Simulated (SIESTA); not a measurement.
Crystal: ZnSe (Stilleite).

```xyz
2
Lattice="0.0000 2.8338 2.8338 2.8338 0.0000 2.8338 2.8338 2.8338 0.0000" Properties=species:S:1:pos:R:3 pbc="T T T"
Se    4.2507    4.2507    4.2507
Zn    0.0000    0.0000    0.0000
```

Base run:

```yaml
Program: SIESTA 5.4.2
Functional: RPBE
Potentials_or_basis: PseudoDojo 0.4 standard (PBE files)
Basis: DZP (energy shift 0.003 Ry; two zetas on semicore shells)
Grid_cutoff: 800 Ry
Energy_shift: 0.003 Ry
k_mesh: 8 × 8 × 8
Occupations: fermi-dirac, width 0.05 eV
Spin: no spin polarisation
```

Its results: band gap on the k mesh 1.78 eV, direct; pressure 5.2 GPa.

Q: After a change of settings the same cell gave: band gap on the k mesh 1.59 eV, direct; pressure 2.4 GPa. Which change was it?
A. functional from RPBE to PBE
B. functional from RPBE to vdW-DF-cx
C. functional from RPBE to AM05; potentials or basis from PseudoDojo 0.4 standard (PBE files) to PseudoDojo 0.4 standard (PBEsol files)
D. functional from RPBE to PBEsol; potentials or basis from PseudoDojo 0.4 standard (PBE files) to PseudoDojo 0.4 standard (PBEsol files)

A: A.

PBE binds more tightly than RPBE, so the same cell stands under less pressure.

Caveats: short orbitals over semicore shells can move pressures by several GPa; the valence orbitals were made in a potential fitted to the semicore shell under them, which widens gaps by tenths of an eV or more; the basis of atomic orbitals isn't converged, which shifts pressures, moduli and gaps; the potentials were made for another functional, which shifts forces and pressure (some runs).

Not every run made on this cell is shown here.
